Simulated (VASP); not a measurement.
## ZnCu: vacancies and antisites compared

Which native defect is cheapest in ZnCu, and how does that change with the growth condition? The start is a cell from a database of measured crystal structures.

Calculated with VASP 6.6.1; PBE; plane waves and PAW (Zn, Cu), in the first sound run; inputs show where later runs differ.

**1. The host crystal**

The structure is cubic, space group Pm-3m (No. 221). Conventional cell: a = 2.945 Å, b = 2.945 Å, c = 2.945 Å, α = 90.00°, β = 90.00°, γ = 90.00°. Zn has 8 Cu at 2.55 Å nearest. Cu has 8 Zn at 2.55 Å nearest. Farther neighbours are not listed.

Coordinates:

```xyz
2
Lattice="2.9450 0.0000 0.0000 0.0000 2.9450 0.0000 0.0000 0.0000 2.9450" Properties=species:S:1:pos:R:3 pbc="T T T"
Zn    1.4725    1.4725    1.4725
Cu    0.0000    0.0000    0.0000
```

**2. The host at zero pressure**

The later steps need the crystal at this functional's own lattice; a raised cutoff keeps the stress reliable while the cell changes.

The input, INCAR:

```
SYSTEM = ZnCu
PREC = Accurate
ENCUT = 390
EDIFF = 1E-06
NELM = 120
ISMEAR = 1
SIGMA = 0.15
LREAL = .FALSE.
ALGO = Normal
GGA = PE
NBANDS = 17
LASPH = .TRUE.
LORBIT = 11
LWAVE = .FALSE.
LCHARG = .FALSE.
KPAR = 8
IBRION = 2
NSW = 40
ISIF = 3
EDIFFG = -0.02
POTIM = 0.4
```

The input, POSCAR:

```
ZnCu
1.0
    2.9450000000      0.0000000000      0.0000000000
    0.0000000000      2.9450000000      0.0000000000
    0.0000000000      0.0000000000      2.9450000000
Zn Cu
1 1
Direct
    0.5000000000      0.5000000000      0.5000000000
    0.0000000000      0.0000000000      0.0000000000
```

The input, KPOINTS:

```
Automatic mesh
0
Gamma
11 11 11
0 0 0
```

The projector-augmented-wave data sets are Zn and Cu (PBE family, release 64).

Launch:

```console
> mpirun -np 8 vasp_std
```

Output:

```text
[banner, memory and clock lines left out]
running    8 mpi-ranks, on    1 nodes
 distrk:  each k-point on    1 cores,    8 groups
 distr:  one band on    1 cores,    1 groups

 POSCAR found type information on POSCAR ZnCu
 POSCAR found :  2 types and       2 ions
|                                                                             |
|           W    W    AA    RRRRR   N    N  II  N    N   GGGG   !!!           |
|           W    W   A  A   R    R  NN   N  II  NN   N  G    G  !!!           |
|           W    W  A    A  R    R  N N  N  II  N N  N  G       !!!           |
|           W WW W  AAAAAA  RRRRR   N  N N  II  N  N N  G  GGG   !            |
|           WW  WW  A    A  R   R   N   NN  II  N   NN  G    G                |
|           W    W  A    A  R    R  N    N  II  N    N   GGGG   !!!           |
|                                                                             |
|     For optimal performance we recommend to set                             |
|       NCORE = 2 up to number-of-cores-per-socket                            |
|     NCORE specifies how many cores store one orbital (NPAR=cpu/NCORE).      |
|     This setting can greatly improve the performance of VASP for DFT.       |
|     The default, NCORE=1 might be grossly inefficient on modern             |
|     multi-core architectures or massively parallel machines. Do your        |
|     Unfortunately you need to use the default for GW and RPA                |
|     calculations (for HF NCORE is supported but not extensively tested      |
|     yet).                                                                   |
|                                                                             |

 LDA part: xc-table for (Slater+PW92), standard interpolation
 POSCAR, INCAR and KPOINTS ok, starting setup
 FFT: planning ... GRIDC
 FFT: planning ... GRID_SOFT
 FFT: planning ... GRID
 WAVECAR not read
 entering main loop
       N       E                     dE             d eps       ncg     rms          rms(c)
DAV:   1     0.993693130478E+02    0.99369E+02   -0.96227E+03  2040   0.184E+03
DAV:   2    -0.305746632345E+01   -0.10243E+03   -0.98762E+02  1905   0.276E+02
DAV:   3    -0.607261000214E+01   -0.30151E+01   -0.30030E+01  2214   0.631E+01
DAV:   4    -0.609356091841E+01   -0.20951E-01   -0.20947E-01  2228   0.470E+00
DAV:   5    -0.609387225572E+01   -0.31134E-03   -0.31133E-03  2323   0.590E-01    0.949E+00
DAV:   6    -0.593976010405E+01    0.15411E+00   -0.15151E+01  2004   0.948E+01    0.602E+00
DAV:   7    -0.502287268494E+01    0.91689E+00   -0.33086E+00  2006   0.902E+01    0.223E+00
DAV:   8    -0.502196012609E+01    0.91256E-03   -0.13560E-01  2570   0.479E+00    0.121E+00
DAV:   9    -0.501326457174E+01    0.86956E-02   -0.12539E-02  2154   0.259E+00    0.573E-02
DAV:  10    -0.501326661116E+01   -0.20394E-05   -0.70614E-04  2931   0.524E-01    0.502E-02
DAV:  11    -0.501325589971E+01    0.10711E-04   -0.87241E-05  2280   0.276E-01    0.836E-03
DAV:  12    -0.501325498634E+01    0.91337E-06   -0.58195E-06  2218   0.506E-02
   1 F= -.50132550E+01 E0= -.50131037E+01  d E =-.501325E+01
 curvature:   0.00 expect dE= 0.000E+00 dE for cont linesearch  0.000E+00
 trial: gam= 0.00000 g(F)=  0.000E+00 g(S)=  0.592E-02 ort = 0.000E+00 (trialstep = 0.100E+01)
 search vector abs. value=  0.592E-02
 bond charge predicted
       N       E                     dE             d eps       ncg     rms          rms(c)
DAV:   1    -0.515708731125E+01   -0.14383E+00   -0.17201E+00  1946   0.300E+01    0.290E+00
DAV:   2    -0.506680499056E+01    0.90282E-01   -0.94821E-01  1968   0.236E+01    0.138E+00
DAV:   3    -0.502470348991E+01    0.42102E-01   -0.25889E-01  1950   0.139E+01    0.809E-01
DAV:   4    -0.501763546399E+01    0.70680E-02   -0.13700E-02  2577   0.324E+00    0.310E-01
DAV:   5    -0.501578580002E+01    0.18497E-02   -0.14235E-03  3002   0.615E-01    0.246E-02
DAV:   6    -0.501578271132E+01    0.30887E-05   -0.89534E-05  2732   0.186E-01    0.870E-03
DAV:   7    -0.501578731907E+01   -0.46077E-05   -0.19374E-06  1919   0.308E-02    0.109E-03
DAV:   8    -0.501578764564E+01   -0.32657E-06   -0.95438E-07  1127   0.154E-02
   2 F= -.50157876E+01 E0= -.50155800E+01  d E =-.253266E-02
 trial-energy change:   -0.002533  1 .order   -0.002698   -0.005916    0.000519
 step:   0.9061(harm=  0.9193)  dis= 0.00000  next Energy=    -5.015812 (dE=-0.256E-02)
 reached required accuracy - stopping structural energy minimisation
```

Elapsed: 12 s, on 8 MPI ranks of AMD EPYC 7R43, shared host; peak memory 0.85 GiB; 85 s of CPU time.

Lines that name or quote the potential files are left out of all logs, and their timing lines are given in words.

From OUTCAR (step 2):

```text
ion  position               nearest neighbor table
   1  0.500  0.500  0.500-   2 2.55   2 2.55   2 2.55   2 2.55   2 2.55   2 2.55   2 2.55   2 2.55

  LATTYP: Found a simple cubic cell.
 ALAT       =     2.9450000000

 Subroutine GETGRP returns: Found 48 space group operations
 (whereof 48 operations were pure point group operations)

The static configuration has the point symmetry O_h .

 Found     56 irreducible k-points:

   k-points           NKPTS =     56   k-points in BZ     NKDIM =     56   number of bands    NBANDS=     17

   dimension x,y,z NGX =    20 NGY =   20 NGZ =   20
   dimension x,y,z NGXF=    40 NGYF=   40 NGZF=   40

   ENCUT  =  390.0 eV  28.66 Ry    5.35 a.u.   4.74  4.74  4.74*2*pi/ulx,y,z

   NELECT =      23.0000    total number of electrons

 k-points in reciprocal lattice and weights: Automatic mesh
   0.00000000  0.00000000  0.00000000       0.001
   0.09090909  0.00000000  0.00000000       0.005
   0.18181818  0.00000000  0.00000000       0.005
   0.27272727  0.00000000  0.00000000       0.005
   0.36363636  0.00000000  0.00000000       0.005
   0.45454545  0.00000000  0.00000000       0.005
   0.09090909  0.09090909  0.00000000       0.009
   0.18181818  0.09090909  0.00000000       0.018
   0.27272727  0.09090909  0.00000000       0.018
[...]
0.45454545  0.45454545  0.36363636       0.018
   0.45454545  0.45454545  0.45454545       0.006

 average (electrostatic) potential at core
       1 -34.3688       2 -66.3155

 E-fermi :   5.2671

 k-point     1 :       0.0000    0.0000    0.0000
  band No.  band energies     occupation
    ...
      7       1.8396      2.00000
      8       1.8396      2.00000
      9       2.6618      2.00000
     10       2.6618      2.00000
     11       2.6618      2.00000
     12      11.5289      0.00000
     13      11.5289      0.00000
     14      11.5289      0.00000
     15      16.5087      0.00000
     16      16.5087      0.00000
    ...

 k-point     2 :       0.0909    0.0000    0.0000
  band No.  band energies     occupation
    ...
      7       1.8319      2.00000
      8       1.8529      2.00000
      9       2.6142      2.00000
     10       2.6142      2.00000
     11       2.6566      2.00000
     12      10.2129      0.00000
     13      11.7517      0.00000
     14      11.7517      0.00000
     15      16.5886      0.00000
     16      17.0063      0.00000
    ...

 k-point     3 :       0.1818    0.0000    0.0000
  band No.  band energies     occupation
    ...
      7       1.8107      2.00000
      8       1.8742      2.00000
      9       2.4920      2.00000
     10       2.4920      2.00000
     11       2.6424      2.00000
     12       7.9508     -0.00000
     13      12.3971      0.00000
     14      12.3971      0.00000
     15      16.8315      0.00000
     16      17.2847      0.00000
    ...

  Total       -0.0280683     -0.0280683     -0.0280683      0.0000000      0.0000000     -0.0000000
  in kB       -1.7284576     -1.7284576     -1.7284576      0.0000000      0.0000000     -0.0000000
  external PRESSURE =      -1.7284576 kB  Pullay stress =       0.0000000 kB

  energy-cutoff  :      390.00
  volume of cell :       26.02
      direct lattice vectors                 reciprocal lattice vectors
     2.963167709 -0.000000000 -0.000000000     0.337476680  0.000000000  0.000000000
    -0.000000000  2.963167709 -0.000000000     0.000000000  0.337476680 -0.000000000
    -0.000000000  0.000000000  2.963167709     0.000000000  0.000000000  0.337476680

 POSITION                                       TOTAL-FORCE (eV/Angst)
 -----------------------------------------------------------------------------------
      1.48158      1.48158      1.48158        -0.000000     -0.000000      0.000000
      0.00000      0.00000      0.00000         0.000000      0.000000      0.000000
 -----------------------------------------------------------------------------------
    total drift:                               -0.000000      0.000000      0.000000

  FREE ENERGIE OF THE ION-ELECTRON SYSTEM (eV)
  ---------------------------------------------------
  free  energy   TOTEN  =        -5.0157876456 eV

  energy  without entropy=       -5.0151647657  energy(sigma->0) =       -5.01558002

 reached required accuracy - stopping structural energy minimisation

 total charge
# of ion       s       p       d       tot
------------------------------------------
    1        0.577   0.510   9.732  10.819
    2        0.421   0.371   9.176   9.968
--------------------------------------------------
tot          0.998   0.880  18.908  20.786

[... 3 further parts left out ...]
```

CONTCAR:

```
ZnCu
   1.00000000000000
     2.9631677090921738   -0.0000000000000000   -0.0000000000000000
    -0.0000000000000000    2.9631677090921738   -0.0000000000000000
    -0.0000000000000000    0.0000000000000000    2.9631677090921738
  Zn              Cu
     1     1
Direct
     0.5000000000000000    0.5000000000000000    0.5000000000000000
     0.0000000000000000    0.0000000000000000    0.0000000000000000
```

This run has no spin polarisation. Its electron count is odd, so without a moment it is a metal by construction. The run keeps the 48 symmetry operations of its start, so it cannot find a distortion of lower symmetry.

Step by step:

```
step  energy less that of the first step (eV)  largest force (eV/Å)  pressure (GPa)  volume (Å³)
   1                                   0.0000                0.0000            2.01        25.54
   2                                  -0.0025                0.0000           -0.17        26.02
```

| conventional cell, symmetrised | before | after | change |
| --- | --- | --- | --- |
| a (Å) | 2.945 | 2.963 | +0.6 % |
| b (Å) | 2.945 | 2.963 | +0.6 % |
| c (Å) | 2.945 | 2.963 | +0.6 % |
| volume (Å³/atom) | 12.77 | 13.01 | +1.9 % |

Final coordinates:

```cif
data_structure
_symmetry_space_group_name_H-M 'P 1'
_symmetry_Int_Tables_number 1
_cell_length_a 2.9632
_cell_length_b 2.9632
_cell_length_c 2.9632
_cell_angle_alpha 90.000
_cell_angle_beta 90.000
_cell_angle_gamma 90.000
_cell_volume 26.02
loop_
_atom_site_label
_atom_site_type_symbol
_atom_site_fract_x
_atom_site_fract_y
_atom_site_fract_z
_atom_site_occupancy
Zn1 Zn 0.50000 0.50000 0.50000 1
Cu2 Cu 0.00000 0.00000 0.00000 1
```

Numbers from this step:

- electronic cycles: 20
- electrons: 23
- free energy (TOTEN): -5.016 eV
- energy at zero smearing: -5.016 eV
- Fermi energy: 5.267 eV
- labelled metallic, from the levels on this mesh: yes

The run ended after 2 ionic steps, 0.003 eV below its first step, once forces and stress met EDIFFG = -0.02.

[end of part 1 of 6]

[Lines on the potential files, build, host, timing and source positions are cut from VASP's logs without a mark.]

[Logs are printed without paths, hosts, clocks, repeated set-up lines and the standing remarks that a program may print on its own settings, such as how far it seeks lower states.]

[Hosts, paths, dates, database ids (printed as entryN), source tags and the programs' standing remarks are cut or masked in the printed files.]

[In band tables of VASP the shares of atoms and orbitals are scaled to a sum of 1 inside the atoms' spheres.]

[Runs that stopped without an error message from VASP are left out.]
